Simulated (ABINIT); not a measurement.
GaP:

```xyz
2
Lattice="0.0000 2.7252 2.7252 2.7252 0.0000 2.7252 2.7252 2.7252 0.0000" Properties=species:S:1:pos:R:3 pbc="T T T"
Ga    0.0000    0.0000    0.0000
P     4.0879    4.0879    4.0879
```

| Quantity | Value |
| --- | --- |
| Program | ABINIT 10.8.3 (patched build) |
| Task | relaxation of cell and atoms |
| Functional | PBE |
| Potentials or basis | JTH PAW PBE v2.0 |
| Cutoff | 544 eV |
| k mesh | 6 × 6 × 6 |
| Occupations | fermi-dirac, width 0.05 eV |
| Spin | spin-orbit coupling, no magnetisation |

At the start: pressure 2.6 GPa; volume 20.24 Å³/atom.

Q: How do energy, volume and symmetry change on relaxing?

A: Over 4 steps the energy falls by 5.1 meV/atom and the volume is 20.89 Å³/atom (+3.2 %); space group F-43m (No. 216, to 0.05 Å).

The path:
```
step  energy change (eV)  largest force (eV/Å)  pressure (GPa)  volume (Å³)
   1              0.0000                0.0000            2.61        40.48
   2             -0.0046                0.0000            1.91        40.80
   3             -0.0103                0.0000            0.08        41.73
   4             -0.0103                0.0000            0.00        41.78
```

Final structure:
```
CELL_PARAMETERS angstrom
0.00000 2.75399 2.75399
2.75399 0.00000 2.75399
2.75399 2.75399 0.00000
ATOMIC_POSITIONS crystal
Ga 0.00000 0.00000 0.00000
P 0.75000 0.75000 0.75000
```
